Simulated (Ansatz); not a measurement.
Br2 on the (101) surface of Bi, space group R-3m (No. 166) (top face towards +c; held atoms: 1, 2, 3, 4, 5, 6, 7, 8), one molecule per 74.4 Å². Starting structure (random tilt, lowest atom Br over a bridge Bi-Bi site; the molecule's atoms stand last):

```yaml
crystal:
  lattice:
    - [9.06518, 0.00000, 0.00000]
    - [-4.53259, 8.20233, 0.00000]
    - [0.00000, 0.00000, 24.15844]
  atoms:
    - { symbol: Bi, position: [0.48608, 0.47215, 0.33115] }
    - { symbol: Bi, position: [0.48608, 0.97215, 0.33115] }
    - { symbol: Bi, position: [0.98608, 0.47215, 0.33115] }
    - { symbol: Bi, position: [0.98608, 0.97215, 0.33115] }
    - { symbol: Bi, position: [0.66661, 0.33321, 0.40418] }
    - { symbol: Bi, position: [0.66661, 0.83321, 0.40418] }
    - { symbol: Bi, position: [0.16661, 0.33321, 0.40418] }
    - { symbol: Bi, position: [0.16661, 0.83321, 0.40418] }
    - { symbol: Bi, position: [0.82046, 0.64092, 0.49932] }
    - { symbol: Bi, position: [0.82046, 0.14092, 0.49932] }
    - { symbol: Bi, position: [0.32046, 0.64092, 0.49932] }
    - { symbol: Bi, position: [0.32046, 0.14092, 0.49932] }
    - { symbol: Bi, position: [0.98648, 0.47296, 0.56470] }
    - { symbol: Bi, position: [0.98648, 0.97296, 0.56470] }
    - { symbol: Bi, position: [0.48648, 0.47296, 0.56470] }
    - { symbol: Bi, position: [0.48648, 0.97296, 0.56470] }
    - { symbol: Br, position: [0.48648, 0.22296, 0.67149] }
    - { symbol: Br, position: [0.20523, 0.14464, 0.69939] }
```

Computed with DFT PBE+D3(BJ), scalar-relativistic, plane waves, PAW (Ansatz). Cutoff 420 eV; k points 3×3×1 on the computed 18-atom cell (Γ-centred); Gaussian smearing, width 0.10 eV; no spin polarisation. A dipole correction removes the field between periodic images along c.

E_ads is per molecule, from the clean relaxed slab and the free relaxed molecule; negative means bound; no zero-point or thermal terms, forces under 0.04 eV/Å, and the free molecule is spin-polarised where open-shell. Heights count from the highest slab atom.

Q: What does it relax to?

A: E_ads = -2.29 eV; the molecule splits into Br + Br. Final structure after 15 steps:

```
Bi Br
1.0
     9.06518    0.00000    0.00000
    -4.53259    8.20233    0.00000
     0.00000    0.00000   24.15844
Bi Br
16 2
Direct
  0.48608 0.47215 0.33115
  0.48608 0.97215 0.33115
  0.98608 0.47215 0.33115
  0.98608 0.97215 0.33115
  0.66661 0.33321 0.40418
  0.66661 0.83321 0.40418
  0.16661 0.33321 0.40418
  0.16661 0.83321 0.40418
  0.80227 0.60382 0.50096
  0.81515 0.12968 0.49728
  0.30070 0.60130 0.50106
  0.31423 0.12999 0.49735
  0.97276 0.44541 0.56781
  0.98646 0.97354 0.56557
  0.47339 0.44571 0.56766
  0.48630 0.97314 0.56480
  0.60662 0.21422 0.64629
  0.10912 0.22095 0.64583
```

Each end is the local minimum that its start leads to. The pieces were run without spin polarisation.